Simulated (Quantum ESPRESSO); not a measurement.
# C (P6_3/mmc) in Quantum ESPRESSO: convergence with k mesh

Aim: find how far k mesh must go before the results for C settle, at PBE. This setting moves, with any that are tied to it; all else stays.

The COD entry that gives the cell may itself be a prediction, so a difference from it is no test against experiment.

Program: Quantum ESPRESSO 7.5. These are calculated values, not measurements. Logs are shortened: lines on timing, memory, paths and dates and some standing lists are left out, and cuts for length are marked.

## 1. Starting point

The structure is hexagonal, space group P6_3/mmc (No. 194). The conventional cell has a = 2.522 Å, b = 2.522 Å, c = 8.237 Å, α = 90.00°, β = 90.00°, γ = 120.00°. C (site symmetry 3m) has 4 C at 1.54 Å as nearest neighbours. C (site symmetry 3m) has 4 C at 1.54 Å as nearest neighbours.

This is a hexagonal form of diamond, not graphite.

## 2. With k mesh 2 × 2 × 1

File pw.in:

```
&CONTROL
  calculation = 'scf'
  prefix = 'pwscf'
  outdir = './tmp'
  pseudo_dir = './pseudo'
  tprnfor = .true.
  tstress = .true.
  disk_io = 'nowf'
/
&SYSTEM
  ibrav = 0
  nat = 8
  ntyp = 1
  ecutwfc = 82
  nbnd = 24
  occupations = 'smearing'
  smearing = 'fd'
  degauss = 0.00367493
/
&ELECTRONS
  conv_thr = 1.6d-09
  electron_maxstep = 120
  mixing_beta = 0.5
/
ATOMIC_SPECIES
C     12.0110 C.upf
CELL_PARAMETERS angstrom
   2.5221000000    0.0000000000    0.0000000000
  -1.2610500000    2.1842026709    0.0000000000
   0.0000000000    0.0000000000    8.2371000000
ATOMIC_POSITIONS crystal
C      0.6666666667    0.3333333333    0.8437500000
C      0.3333333333    0.6666666667    0.3437500000
C      0.6666666667    0.3333333333    0.6562500000
C      0.3333333333    0.6666666667    0.1562500000
C      0.0000000000    0.0000000000    0.9062500000
C      0.0000000000    0.0000000000    0.4062500000
C      0.0000000000    0.0000000000    0.5937500000
C      0.0000000000    0.0000000000    0.0937500000
K_POINTS automatic
2 2 1 0 0 0
```

Potentials or basis: PseudoDojo 0.4 SR PBE stringent.

Run with:

```bash
OMP_NUM_THREADS=1 pw.x -in pw.in > pw.out
```

pw.out:

```text
This program is part of the open-source Quantum ESPRESSO suite
     for quantum simulation of materials; please cite
[... 9 lines left out ...]
     --------------------
     sticks:   dense  smooth     PW     G-vecs:    dense   smooth      PW
     Sum         511     511    151                30755    30755    4963

     Using Slab Decomposition

     bravais-lattice index     =            0
     lattice parameter (alat)  =       4.7661  a.u.
     unit-cell volume          =     306.2148 (a.u.)^3
     number of atoms/cell      =            8
     number of atomic types    =            1
     number of electrons       =        32.00
     number of Kohn-Sham states=           24
     kinetic-energy cutoff     =      82.0000  Ry
     charge density cutoff     =     328.0000  Ry
     scf convergence threshold =      1.6E-09
     mixing beta               =       0.5000
     number of iterations used =            8  plain     mixing
     Exchange-correlation= PBE
                           (   1   4   3   4   0   0   0)

     celldm(1)=   4.766078  celldm(2)=   0.000000  celldm(3)=   0.000000
     celldm(4)=   0.000000  celldm(5)=   0.000000  celldm(6)=   0.000000

     crystal axes: (cart. coord. in units of alat)
               a(1) = (   1.000000   0.000000   0.000000 )
               a(2) = (  -0.500000   0.866025   0.000000 )
               a(3) = (   0.000000   0.000000   3.265969 )

     reciprocal axes: (cart. coord. in units 2 pi/alat)
               b(1) = (  1.000000  0.577350 -0.000000 )
               b(2) = (  0.000000  1.154701  0.000000 )
               b(3) = (  0.000000 -0.000000  0.306188 )

     PseudoPot. # 1 for C  read from file:
     C.upf
     Pseudo is Norm-conserving + core correction, Zval =  4.0
     Generated using ONCVPSP code by D. R. Hamann
[... 20 lines left out ...]
         7        C      tau(   7) = (   0.0000000   0.0000000   1.9391690  )
         8        C      tau(   8) = (   0.0000000   0.0000000   0.3061846  )

     number of k points=     2  Fermi-Dirac smearing, width (Ry)=  0.0037
                       cart. coord. in units 2pi/alat
        k(    1) = (   0.0000000   0.0000000   0.0000000), wk =   0.5000000
        k(    2) = (   0.0000000  -0.5773503   0.0000000), wk =   1.5000000

     Dense  grid:    30755 G-vectors     FFT dimensions: (  27,  27,  90)

     Initial potential from superposition of free atoms

     starting charge      31.9996, renormalised to      32.0000
     Starting wfcs are   32 randomized atomic wfcs

     Self-consistent Calculation

     iteration #  1     ecut=    82.00 Ry     beta= 0.50
     Davidson diagonalization with overlap
     ethr =  1.00E-02,  avg # of iterations =  3.0

     total energy              =     -95.82829555 Ry
     estimated scf accuracy    <       0.55320542 Ry
[... 50 lines left out ...]
     iteration #  9     ecut=    82.00 Ry     beta= 0.50
     Davidson diagonalization with overlap
     ethr =  1.15E-11,  avg # of iterations =  4.0

     End of self-consistent calculation

          k = 0.0000 0.0000 0.0000 (  3825 PWs)   bands (ev):

    -8.0245  -6.3370  -6.2686  -2.2075   0.1025   6.9164   6.9992  10.6289
    10.6289  11.7047  11.7047  11.9370  11.9370  13.4885  13.6874  13.6874
    18.8698  18.8698  19.3753  20.6854  20.6855  21.0314  21.6464  21.6466

          k = 0.0000-0.5774 0.0000 (  3858 PWs)   bands (ev):

    -2.6447  -1.9962  -1.1256  -0.0136   0.1179   0.4580   3.1100   3.5899
     5.1263   6.4939   7.1900   8.6131   8.6412   9.1206   9.9660  10.7274
    18.1034  19.2760  19.5069  19.6646  20.6680  22.0286  22.1779  24.9004

     the Fermi energy is    16.9192 ev

!    total energy              =     -95.81981794 Ry
     estimated scf accuracy    <          2.2E-10 Ry
     smearing contrib. (-TS)   =      -0.00000000 Ry
     internal energy E=F+TS    =     -95.81981794 Ry

     The total energy is F=E-TS. E is the sum of the following terms:
     one-electron contribution =      33.11416256 Ry
     hartree contribution      =       8.18426108 Ry
     xc contribution           =     -34.89556440 Ry
     ewald contribution        =    -102.22267716 Ry

     convergence has been achieved in   9 iterations

     Forces acting on atoms (cartesian axes, Ry/au):

     atom    1 type  1   force =     0.00000000    0.00000000    0.03308834
     atom    2 type  1   force =     0.00000000   -0.00000000    0.03308834
     atom    3 type  1   force =     0.00000000    0.00000000   -0.03308834
     atom    4 type  1   force =    -0.00000000   -0.00000000   -0.03308834
     atom    5 type  1   force =    -0.00000000    0.00000000    0.00088432
     atom    6 type  1   force =    -0.00000000   -0.00000000    0.00088432
     atom    7 type  1   force =     0.00000000    0.00000000   -0.00088432
     atom    8 type  1   force =     0.00000000   -0.00000000   -0.00088432

     Total force =     0.066200     Total SCF correction =     0.000030

     Computing stress (Cartesian axis) and pressure

          total   stress  (Ry/bohr**3)                   (kbar)     P=      168.39
   0.00151186   0.00000000   0.00000000          222.40        0.00        0.00
   0.00000000   0.00151186   0.00000000            0.00      222.40        0.00
  -0.00000000   0.00000000   0.00041026           -0.00        0.00       60.35

=------------------------------------------------------------------------------=
   JOB DONE.
=------------------------------------------------------------------------------=
```

Run time: 2.6 s. Hardware: 1 thread of Intel Xeon Platinum 8488C (Sapphire Rapids), shared host; peak memory 0.06 GiB.

What came out:

- Free energy: -1303.6950 eV
- Pressure: 16.8 GPa
- Largest force: 0.851 eV/Å
- Band gap on the k mesh: 4.42 eV, indirect (least direct gap 5.18 eV)

## 3. With k mesh 4 × 4 × 1

Changes to pw.in since step 2:

```diff
@@ -40,2 +40,2 @@
 K_POINTS automatic
-2 2 1 0 0 0
+4 4 1 0 0 0
```

Potentials or basis: PseudoDojo 0.4 SR PBE stringent.

Run with:

```bash
OMP_NUM_THREADS=1 pw.x -in pw.in > pw.out
```

Wall time 4.1 s (1 thread of Intel Xeon Platinum 8488C (Sapphire Rapids), shared host); peak memory 0.06 GiB.

What came out:

- Free energy: -1309.8856 eV
- Pressure: 3.1 GPa
- Largest force: 0.472 eV/Å
- Band gap on the k mesh: 4.51 eV, indirect (least direct gap 5.22 eV)

## 4. With k mesh 5 × 5 × 2

Changes to pw.in since step 3:

```diff
@@ -40,2 +40,2 @@
 K_POINTS automatic
-4 4 1 0 0 0
+5 5 2 0 0 0
```

Run with:

```bash
OMP_NUM_THREADS=1 pw.x -in pw.in > pw.out
```

It took 9.6 s on 1 thread of Intel Xeon Platinum 8488C (Sapphire Rapids), shared host; peak memory 0.07 GiB.

What came out:

- Free energy: -1310.1045 eV
- Pressure: 2.5 GPa
- Largest force: 0.345 eV/Å
- Band gap on the k mesh: 4.47 eV, indirect (least direct gap 5.22 eV)

## 5. With k mesh 7 × 7 × 2

Changes to pw.in since step 4:

```diff
@@ -40,2 +40,2 @@
 K_POINTS automatic
-5 5 2 0 0 0
+7 7 2 0 0 0
```

Run with:

```bash
OMP_NUM_THREADS=1 pw.x -in pw.in > pw.out
```

Run time: 16 s. Hardware: 1 thread of Intel Xeon Platinum 8488C (Sapphire Rapids), shared host; peak memory 0.08 GiB.

Results:

| Item | Value |
| --- | --- |
| Free energy | -1310.1697 eV |
| Pressure | 2.3 GPa |
| Largest force | 0.328 eV/Å |
| Band gap on the k mesh | 4.48 eV, indirect (least direct gap 5.22 eV) |

## 6. With k mesh 9 × 9 × 3

Changes to pw.in since step 5:

```diff
@@ -40,2 +40,2 @@
 K_POINTS automatic
-7 7 2 0 0 0
+9 9 3 0 0 0
```

Potentials or basis: PseudoDojo 0.4 SR PBE stringent.

Run with:

```bash
OMP_NUM_THREADS=1 pw.x -in pw.in > pw.out
```

Run time: 22 s. Hardware: 1 thread of Intel Xeon Platinum 8488C (Sapphire Rapids), shared host; peak memory 0.09 GiB.

The run converged. Its results:

| Item | Value |
| --- | --- |
| Free energy | -1310.1753 eV |
| Pressure | 2.3 GPa |
| Largest force | 0.329 eV/Å |
| Band gap on the k mesh | 4.49 eV, indirect (least direct gap 5.22 eV) |

## 7. With k mesh 11 × 11 × 4

Changes to pw.in since step 6:

```diff
@@ -40,2 +40,2 @@
 K_POINTS automatic
-9 9 3 0 0 0
+11 11 4 0 0 0
```

Run with:

```bash
OMP_NUM_THREADS=1 pw.x -in pw.in > pw.out
```

Wall time 43 s (1 thread of Intel Xeon Platinum 8488C (Sapphire Rapids), shared host); peak memory 0.12 GiB.

The run converged. Its results:

```yaml
Free_energy: -1310.1758 eV
Pressure: 2.3 GPa
Largest_force: 0.329 eV/Å
Band_gap_on_the_k_mesh: 4.50 eV, indirect (least direct gap 5.22 eV)
```

## 8. With k mesh 12 × 12 × 4

Changes to pw.in since step 7:

```diff
@@ -40,2 +40,2 @@
 K_POINTS automatic
-11 11 4 0 0 0
+12 12 4 0 0 0
```

Run with:

```bash
OMP_NUM_THREADS=1 pw.x -in pw.in > pw.out
```

It took 51 s on 1 thread of Intel Xeon Platinum 8488C (Sapphire Rapids), shared host; peak memory 0.13 GiB.

Results (log left out):

```
Free energy            : -1310.1759 eV
Pressure               : 2.3 GPa
Largest force          : 0.329 eV/Å
Band gap on the k mesh : 4.47 eV, indirect (least direct gap 5.22 eV)
```

## 9. With k mesh 14 × 14 × 5

Changes to pw.in since step 8:

```diff
@@ -40,2 +40,2 @@
 K_POINTS automatic
-12 12 4 0 0 0
+14 14 5 0 0 0
```

Potentials or basis: PseudoDojo 0.4 SR PBE stringent.

Run with:

```bash
OMP_NUM_THREADS=1 pw.x -in pw.in > pw.out
```

Run time: 68 s. Hardware: 1 thread of Intel Xeon Platinum 8488C (Sapphire Rapids), shared host; peak memory 0.15 GiB.

It converged, with:

| Item | Value |
| --- | --- |
| Free energy | -1310.1759 eV |
| Pressure | 2.3 GPa |
| Largest force | 0.329 eV/Å |
| Band gap on the k mesh | 4.48 eV, indirect (least direct gap 5.22 eV) |

## 10. With k mesh 17 × 17 × 6

Changes to pw.in since step 9:

```diff
@@ -40,2 +40,2 @@
 K_POINTS automatic
-14 14 5 0 0 0
+17 17 6 0 0 0
```

Run with:

```bash
OMP_NUM_THREADS=1 pw.x -in pw.in > pw.out
```

Run time: 2 min. Hardware: 1 thread of Intel Xeon Platinum 8488C (Sapphire Rapids), shared host; peak memory 0.23 GiB.

It converged, with:

| Quantity | Value |
| --- | --- |
| Free energy | -1310.1759 eV |
| Pressure | 2.3 GPa |
| Largest force | 0.329 eV/Å |
| Band gap on the k mesh | 4.47 eV, indirect (least direct gap 5.22 eV) |

## 11. The series at a glance

```
     k mesh  energy less the tightest run, at zero smearing (meV/atom)  pressure (GPa)  largest force (eV/Å)  gap on the mesh (eV)  SCF cycles  CPU time (s)  peak memory (GiB)
  2 × 2 × 1                                                     810.11           16.84                 0.851                 4.416           9           2.6               0.06
  4 × 4 × 1                                                      36.28            3.09                 0.472                 4.515           8           4.1               0.06
  5 × 5 × 2                                                       8.92            2.47                 0.345                 4.473           9           9.6               0.07
  7 × 7 × 2                                                       0.77            2.34                 0.328                 4.478          10            16               0.08
  9 × 9 × 3                                                       0.07            2.33                 0.329                 4.489           9            22               0.09
11 × 11 × 4                                                       0.01            2.33                 0.329                 4.497           9            43               0.12
12 × 12 × 4                                                       0.00            2.33                 0.329                 4.474           9            51               0.13
14 × 14 × 5                                                       0.00            2.33                 0.329                 4.478           9            68               0.15
17 × 17 × 6                                                       0.00            2.33                 0.329                 4.474           9           120               0.23
```

Against the tightest run, the energy stays within 1 meV/atom from 7 × 7 × 2 on; the pressure stays within 0.1 GPa from 7 × 7 × 2 on; the largest force stays within 0.005 eV/Å from 7 × 7 × 2 on; the gap on the mesh stays within 0.01 eV from 12 × 12 × 4 on. Meshes of other sizes hit other points, so gaps and Fermi surfaces needn't settle smoothly. The tightest run that finished is the yardstick and may itself not be fully converged.

Caveats: an odd mesh through Γ misses points on the zone boundary, where band edges often lie.
